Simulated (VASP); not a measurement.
Write the native input for VASP 6.6.1 that does the following.

```yaml
Task: relaxation of cell and atoms
Functional: LDA
Potentials_or_basis: VASP PAW LDA potentials, release 64 (Ni)
Cutoff: 600 eV
k_mesh: 18 × 18 × 18
Occupations: methfessel-paxton, width 0.1 eV
Spin: collinear spin, ferromagnetic start
Starting_moments: "[2.0] μB"
Further_INCAR_settings: ALGO = Normal; EDIFF = 1e-06; AMIX = 0.2; BMIX = 0.0001; IBRION = 2; EDIFFG = -0.01; NSW = 90; ISIF = 3
```

The structure of Ni lies in POSCAR:

```
Ni
1.0
    0.0000000000      1.7619350000      1.7619350000
    1.7619350000      0.0000000000      1.7619350000
    1.7619350000      1.7619350000      0.0000000000
Ni
1
Direct
    0.0000000000      0.0000000000      0.0000000000
```

One way to write it, as run:

INCAR

```
PREC = Accurate
ENCUT = 600
EDIFF = 1E-6
ISMEAR = 1
SIGMA = 0.1
LREAL = F
LASPH = T
NELM = 150
ALGO = Normal
ISIF = 3
LWAVE = F
LCHARG = F
ISPIN = 2
MAGMOM = 2
LORBIT = 11
LMAXMIX = 4
GGA = CA
IBRION = 2
NSW = 90
EDIFFG = -0.01
AMIX = 0.2
BMIX = 1E-4
AMIX_MAG = 0.8
BMIX_MAG = 1E-4
```

KPOINTS

```
Automatic mesh
0
Gamma
  18 18 18
```

Potentials or basis: VASP PAW LDA potentials, release 64 (Ni).

Run with:

```console
$ cat potpaw_LDA.64/Ni/POTCAR > POTCAR
$ mpirun -np 1 vasp_std > vasp.out
```

Results of the run:

```
Relaxed volume                                        : 10.02 Å³/atom
Relaxed cell                                          : a = 2.420 Å, b = 2.420 Å, c = 2.420 Å, α = 60.00°, β = 60.00°, γ = 60.00°
Space group after relaxing (to 0.05 Å)                : Fm-3m (No. 225)
Energy gained by relaxing                             : 56.3 meV/atom
Ionic steps                                           : 4
Pressure after relaxing                               : -0.1 GPa
Band gap on the k mesh                                : none (metal or under the smearing width)
Net moment                                            : 0.60 μB per cell
Site moments                                          : Ni +0.60 μB
Valence electrons inside the program's atomic spheres : Ni 9.48
```

It took 76 s on 1 thread of Intel(R) Xeon(R) Platinum 8488C (Sapphire Rapids), on a shared host, peak memory 0.17 GiB.
